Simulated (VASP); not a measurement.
**Sc: single point with PBE**

The system is Sc.

```
Sc
1.0
     3.33052   -0.01540   -0.00826
     1.54874    2.99949   -0.00134
     1.59983    0.97433    2.78913
Sc
1
Direct
  0.00000 0.00000 0.00000
```

The cell isn't the ideal one: all atoms moved at random, cell strained at random.

```json
{
 "Program": "VASP 6.6.1",
 "Task": "single point",
 "Functional": "PBE",
 "Potentials or basis": "VASP PAW PBE potentials, release 64 (Sc_sv)",
 "Cutoff": "520 eV",
 "k mesh": "16 × 16 × 16",
 "Occupations": "gaussian, width 0.1 eV",
 "Spin": "no spin polarisation",
 "Dipole correction": "no",
 "Further INCAR settings": "ALGO = Fast; EDIFF = 1e-07; NBANDS = 12"
}
```

```json
{
 "Pressure": "-5.2 GPa",
 "Band gap on the k mesh": "none (metal or under the smearing width)"
}
```

Stress tensor (GPa, compression positive):
```
-4.20  0.91  0.46
 0.91 -6.05  0.39
 0.46  0.39 -5.40
```

Levels at points of the mesh, in eV from the Fermi level:
| k point | band 3 | band 4 | band 5 | band 6 | band 7 | band 8 | band 9 | band 10 |
| --- | --- | --- | --- | --- | --- | --- | --- | --- |
| (0.00, 0.00, 0.00) | -28.25 | -28.24 | -4.92 | 1.21 | 1.34 | 1.63 | 2.51 | 2.64 |
| (0.50, 0.00, 0.00) | -28.28 | -28.28 | -1.65 | -0.01 | 1.20 | 1.49 | 3.16 | 3.38 |
| (0.00, 0.50, 0.00) | -28.28 | -28.27 | -1.70 | -0.10 | 1.19 | 1.53 | 3.18 | 3.35 |
| (0.50, 0.50, 0.00) | -28.36 | -28.33 | -1.25 | -0.50 | 1.73 | 3.28 | 3.47 | 3.54 |
| (0.00, 0.00, 0.50) | -28.29 | -28.28 | -1.64 | 0.02 | 1.06 | 1.60 | 3.23 | 3.35 |
| (0.50, 0.00, 0.50) | -28.35 | -28.33 | -1.28 | -0.46 | 1.54 | 3.25 | 3.46 | 3.56 |
| (0.00, 0.50, 0.50) | -28.35 | -28.32 | -1.30 | -0.45 | 1.42 | 3.27 | 3.48 | 3.53 |
| (0.50, 0.50, 0.50) | -28.30 | -28.30 | -1.51 | 0.34 | 1.15 | 1.35 | 3.33 | 3.39 |

Wall time 5.9 min on 1 thread of Intel(R) Xeon(R) 6975P-C (Granite Rapids) (shared host), peak memory 0.71 GiB.
